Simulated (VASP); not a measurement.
# Band gap of BeTe: cutoff, mesh and cell, part 2 of 2

How far does the LDA gap of BeTe depend on cutoff, mesh and cell? The starting structure is a measured crystal structure from the Crystallography Open Database. Cell and atoms stay as given unless a step says otherwise.

VASP 6.6.1.

Results so far: reference 1.748 eV; cell and atoms relaxed by LDA 1.780 eV; no band path 1.748 eV.

The database entry behind the starting cell differs from later determinations by our own check (an axis about 1.5 % short against later determinations), so it need not match the best structure at ambient conditions.

## Step 5: Bands with a cutoff of 400 eV

Level of this step: LDA; plane waves and PAW (Te, Be) (VASP).

Against step 2 the input has ENCUT = 400.

The input, INCAR:

```
SYSTEM = BeTe
PREC = Accurate
ENCUT = 400
EDIFF = 1E-06
NELM = 100
ISMEAR = 0
SIGMA = 0.03
LREAL = .FALSE.
ALGO = Normal
GGA = CA
NBANDS = 16
LORBIT = 11
LWAVE = .FALSE.
LCHARG = .FALSE.
KPAR = 4
```

The input, POSCAR:

```
BeTe
1.0
    0.0000000000      2.7700000000      2.7700000000
    2.7700000000      0.0000000000      2.7700000000
    2.7700000000      2.7700000000      0.0000000000
Te Be
1 1
Direct
    0.7500000000      0.7500000000      0.7500000000
    0.0000000000      0.0000000000      0.0000000000
```

The input, KPOINTS:

```
Automatic mesh
0
Gamma
6 6 6
0 0 0
```

The input, KPOINTS_OPT:

```
Line mode
10
Line-mode
Reciprocal
  0.00000000   0.00000000   0.00000000 GAMMA
  0.50000000   0.00000000   0.50000000 X

  0.50000000   0.00000000   0.50000000 X
  0.50000000   0.25000000   0.75000000 W

  0.50000000   0.25000000   0.75000000 W
  0.37500000   0.37500000   0.75000000 K

  0.37500000   0.37500000   0.75000000 K
  0.00000000   0.00000000   0.00000000 GAMMA

  0.00000000   0.00000000   0.00000000 GAMMA
  0.50000000   0.50000000   0.50000000 L

  0.50000000   0.50000000   0.50000000 L
  0.62500000   0.25000000   0.62500000 U

  0.62500000   0.25000000   0.62500000 U
  0.50000000   0.25000000   0.75000000 W

  0.50000000   0.25000000   0.75000000 W
  0.50000000   0.50000000   0.50000000 L

  0.50000000   0.50000000   0.50000000 L
  0.37500000   0.37500000   0.75000000 K

  0.62500000   0.25000000   0.62500000 U
  0.50000000   0.00000000   0.50000000 X
```

The projector-augmented-wave data sets are Te and Be (LDA family, release 64).

On the command line:

```sh
$ mpirun -np 4 vasp_std
```

The program printed:

```text
[... set-up lines as in an earlier step ...]
 entering main loop
       N       E                     dE             d eps       ncg     rms          rms(c)
DAV:   1     0.152569989156E+02    0.15257E+02   -0.27163E+03   512   0.330E+02
DAV:   2    -0.803621441471E+01   -0.23293E+02   -0.22488E+02   672   0.712E+01
DAV:   3    -0.893407391623E+01   -0.89786E+00   -0.89681E+00   648   0.130E+01
DAV:   4    -0.894390218687E+01   -0.98283E-02   -0.98279E-02   672   0.156E+00
[...]
DAV:   9    -0.871836859719E+01   -0.64277E-04   -0.24320E-04   712   0.709E-02    0.411E-02
DAV:  10    -0.871837291001E+01   -0.43128E-05   -0.16484E-05   632   0.151E-02    0.163E-02
DAV:  11    -0.871837230485E+01    0.60516E-06   -0.15748E-06   664   0.484E-03
   1 F= -.87183723E+01 E0= -.87183723E+01  d E =-.542906E-25
 Start KPOINTS_OPT (optional k-point list driver)
k-point batch [1-16\100]
       N       E                     dE             ncg
DAV:   1     0.478859679570E+03   -0.24705E+04      512
DAV:   2     0.996446216640E+02   -0.37922E+03      696
DAV:   3     0.861331991441E+02   -0.13511E+02      640
DAV:   4     0.859916843821E+02   -0.14151E+00      728
DAV:   5     0.859890059583E+02   -0.26784E-02      624
DAV:   6     0.859889427523E+02   -0.63206E-04      696
DAV:   7     0.859889410676E+02   -0.16847E-05      664
DAV:   8     0.859889410249E+02   -0.42667E-07      552
[...]
k-point batch [97-100\100]
       N       E                     dE             ncg
DAV:   1     0.304382696136E+04   -0.97724E+03      128
DAV:   2     0.295570055742E+04   -0.88126E+02      184
DAV:   3     0.295277817504E+04   -0.29224E+01      168
DAV:   4     0.295273811110E+04   -0.40064E-01      184
DAV:   5     0.295273715699E+04   -0.95411E-03      160
DAV:   6     0.295273712977E+04   -0.27227E-04      176
DAV:   7     0.295273712893E+04   -0.84050E-06      152
```

The job ended after 9 s (4 MPI ranks of AMD EPYC 7R43, shared host; peak memory 0.44 GiB; 34 s of CPU time).

From OUTCAR (step 5):

```text
  Total        0.2205135      0.2205135      0.2205135      0.0000000      0.0000000      0.0000000
  in kB        8.3114434      8.3114434      8.3114434      0.0000000      0.0000000      0.0000000
  external PRESSURE =       8.3114434 kB  Pullay stress =       0.0000000 kB

 POSITION                                       TOTAL-FORCE (eV/Angst)
 -----------------------------------------------------------------------------------
      4.15500      4.15500      4.15500        -0.000000     -0.000000     -0.000000
      0.00000      0.00000      0.00000         0.000000      0.000000      0.000000
 -----------------------------------------------------------------------------------
    total drift:                               -0.000000     -0.000000     -0.000000

  FREE ENERGIE OF THE ION-ELECTRON SYSTEM (eV)
  ---------------------------------------------------
  free  energy   TOTEN  =        -8.7183723049 eV

  energy  without entropy=       -8.7183723049  energy(sigma->0) =       -8.71837230

[... 1 part as in an earlier step ...]

[... 2 further parts left out ...]
[key lines of the parts left out:]
E-fermi :   5.7259
```

With a cutoff of 400 eV the gap is 1.748 eV, +0.000 eV from the reference.

## Step 6: Bands with a 10×10×10 mesh

Against step 2 the input has a 10×10×10 mesh.

INCAR: that of step 5 with these lines changed.

```diff
@@ -2,3 +2,3 @@
 PREC = Accurate
-ENCUT = 400
+ENCUT = 350
 EDIFF = 1E-06
```

POSCAR is that of step 5.

The input, KPOINTS:

```
Automatic mesh
0
Gamma
10 10 10
0 0 0
```

KPOINTS_OPT is that of step 5.

On the command line:

```sh
$ mpirun -np 4 vasp_std
```

The program printed:

```text
[... set-up lines as in an earlier step ...]
 entering main loop
       N       E                     dE             d eps       ncg     rms          rms(c)
DAV:   1     0.132239797854E+02    0.13224E+02   -0.26378E+03  1504   0.304E+02
DAV:   2    -0.819345575108E+01   -0.21417E+02   -0.20614E+02  2032   0.643E+01
DAV:   3    -0.894163066774E+01   -0.74817E+00   -0.74748E+00  1904   0.118E+01
DAV:   4    -0.894981411907E+01   -0.81835E-02   -0.81832E-02  2024   0.140E+00
[...]
DAV:   9    -0.872502748702E+01   -0.63130E-04   -0.24157E-04  2024   0.703E-02    0.425E-02
DAV:  10    -0.872503202878E+01   -0.45418E-05   -0.16634E-05  1888   0.152E-02    0.170E-02
DAV:  11    -0.872503139334E+01    0.63544E-06   -0.16335E-06  1992   0.489E-03
   1 F= -.87250314E+01 E0= -.87250314E+01  d E =-.310491E-24
 Start KPOINTS_OPT (optional k-point list driver)
k-point batch [1-47\100]
       N       E                     dE             ncg
DAV:   1     0.127404398013E+04   -0.65222E+04     1504
DAV:   2     0.282492521360E+03   -0.99155E+03     2000
DAV:   3     0.245055059490E+03   -0.37437E+02     1968
DAV:   4     0.244666175129E+03   -0.38888E+00     1992
DAV:   5     0.244659245485E+03   -0.69296E-02     2040
DAV:   6     0.244659085804E+03   -0.15968E-03     1984
DAV:   7     0.244659081707E+03   -0.40965E-05     1920
DAV:   8     0.244659081594E+03   -0.11373E-06     1640
[...]
k-point batch [95-100\100]
       N       E                     dE             ncg
DAV:   1     0.969724233895E+04   -0.13379E+04      192
DAV:   2     0.956498650402E+04   -0.13226E+03      248
DAV:   3     0.956051108256E+04   -0.44754E+01      264
DAV:   4     0.956045238382E+04   -0.58699E-01      240
DAV:   5     0.956045103445E+04   -0.13494E-02      256
DAV:   6     0.956045099813E+04   -0.36320E-04      248
DAV:   7     0.956045099710E+04   -0.10269E-05      264
DAV:   8     0.956045099708E+04   -0.23232E-07      184
```

Wall time 8 s (4 MPI ranks); peak memory 0.45 GiB.

Parts of OUTCAR (step 6):

```text
  Total        0.2087071      0.2087071      0.2087071      0.0000000      0.0000000     -0.0000000
  in kB        7.8664437      7.8664437      7.8664437      0.0000000      0.0000000     -0.0000000
  external PRESSURE =       7.8664437 kB  Pullay stress =       0.0000000 kB

  FREE ENERGIE OF THE ION-ELECTRON SYSTEM (eV)
  ---------------------------------------------------
  free  energy   TOTEN  =        -8.7250313933 eV

  energy  without entropy=       -8.7250313933  energy(sigma->0) =       -8.72503139

[... 2 parts as in an earlier step ...]

[... 2 further parts left out ...]
[key lines of the parts left out:]
E-fermi :   5.7160
```

With a 10×10×10 mesh the gap is 1.750 eV, +0.002 eV from the reference.

## Step 7: The runs compared

| run | gap (eV) | change (eV) | core minutes |
| --- | --- | --- | --- |
| reference | 1.748 | - | 0.4 |
| cell and atoms relaxed by LDA | 1.78 | 0.032 | 0.413 |
| no band path | 1.748 | 0.0 | 0.12 |
| a cutoff of 400 eV | 1.748 | 0.0 | 0.6 |
| a 10×10×10 mesh | 1.75 | 0.002 | 0.533 |

Core minutes are wall time times ranks of the run shown, on a shared host.

## Step 8: Outcome

```yaml
reference_gap: 1.748 eV
gap_with_cell_and_atoms_relaxed_by_lda: 1.780 eV
gap_with_no_band_path: 1.748 eV
gap_with_a_cutoff_of_400_ev: 1.748 eV
gap_with_a_10x10x10_mesh: 1.750 eV
```

Among the runs that read a gap along the path, the one with cell and atoms relaxed by LDA moves it most, by +0.032 eV. On finer settings it changes by +0.000 eV with a cutoff of 400 eV and +0.002 eV with a 10×10×10 mesh. The functional's own error isn't tested here. Further runs on this material are not shown.

[Lines on the potential files, build, host, timing and source positions are cut from VASP's logs without a mark.]

[Logs are printed without paths, hosts, clocks, repeated set-up lines and the standing remarks that a program may print on its own settings, such as how far it seeks lower states.]

[Hosts, paths, dates, database ids (printed as entryN), source tags and the programs' standing remarks are cut or masked in the printed files.]
